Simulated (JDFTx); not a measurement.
GaP, 2 atoms in the cell. It takes space group F-43m (No. 216, cubic). Conventional cell: a = 5.451 Å, b = 5.451 Å, c = 5.451 Å, α = 90.00°, β = 90.00°, γ = 90.00°. Ga (site symmetry -43m) is surrounded by 4 P at 2.36 Å. Around P (site symmetry -43m) lie 4 Ga at 2.36 Å. 

| Property | Result |
| --- | --- |
| Program | JDFTx 1.7.0 (patched build) |
| Task | band structure |
| Functional | PBEsol |
| Potentials or basis | PseudoDojo-SR-PBEsol-0.4.1-standard |
| Cutoff | 1088 eV |
| Density cutoff | 8708 eV |
| k mesh | 8 × 8 × 8 |
| Occupations | fermi-dirac, width 0.05 eV |
| Spin | no spin polarisation |
| Band ratio of the Davidson solver | 1.3 |
| Bands | 15 |
| Density cutoff over wavefunction cutoff | 8 |
| Max SCF steps | 30 |
| SCF threshold on the energy | 1e-06 Ha |
| Solver of the electrons | minimize |
| Further solve for the empty bands | no |
| Start | density of an earlier self-consistent run, held fixed |
| Path | G-X-W-K-G-L-U-W-L-K-U-X |

Potentials or basis: PseudoDojo-SR-PBEsol-0.4.1-standard.

Command:

```sh
$ jdftx -c 1 -i bands.in -o bands.out
```

Hardware: 1 thread of Intel(R) Xeon(R) 6975P-C (Granite Rapids), with other jobs on the host.

Q: How long does it take, and how much memory?

A: Run time: 21 s on 1 thread of Intel(R) Xeon(R) 6975P-C (Granite Rapids) (shared host), peak memory 0.11 GiB. Counts: scf iterations 0, bands 15, plane waves 3298.
